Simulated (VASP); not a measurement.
HfO2, 6 atoms in the cell. The structure is tetragonal, space group P4_2/nmc (No. 137). Conventional cell: a = 3.558 Å, b = 3.558 Å, c = 5.172 Å, α = 90.00°, β = 90.00°, γ = 90.00°. Hf (site symmetry -4m2) has 4 O at 2.05 Å as nearest neighbours. O (site symmetry 2mm) is surrounded by 2 Hf at 2.05 Å. Measurements of this composition are mostly on another form, of space group No. 14.

- Program: VASP 6.6.1
- Task: single point
- Functional: PBEsol
- Potentials or basis: VASP PAW PBE potentials, release 64 (Hf_pv, O)
- Cutoff: 520 eV
- k mesh: 8 × 8 × 5
- Occupations: fermi-dirac, width 0.05 eV
- Spin: no spin polarisation
- Ladder: free
- Further INCAR settings: ALGO = Normal; EDIFF = 1e-07; NBANDS = 31

Potentials or basis: VASP PAW PBE potentials, release 64 (Hf_pv, O).

Launch:

```bash
$ cat potpaw_PBE.64/Hf_pv/POTCAR potpaw_PBE.64/O/POTCAR > POTCAR
$ mpirun -np 2 vasp_std > vasp.out
```

Hardware: 2 MPI ranks on Intel(R) Xeon(R) Platinum 8488C (Sapphire Rapids) (shared host).

Estimate the wall time of this run.

It took 34 s on 2 MPI ranks on Intel(R) Xeon(R) Platinum 8488C (Sapphire Rapids) (shared host), peak memory 0.21 GiB a rank. Counts: scf iterations 14, k points 45.
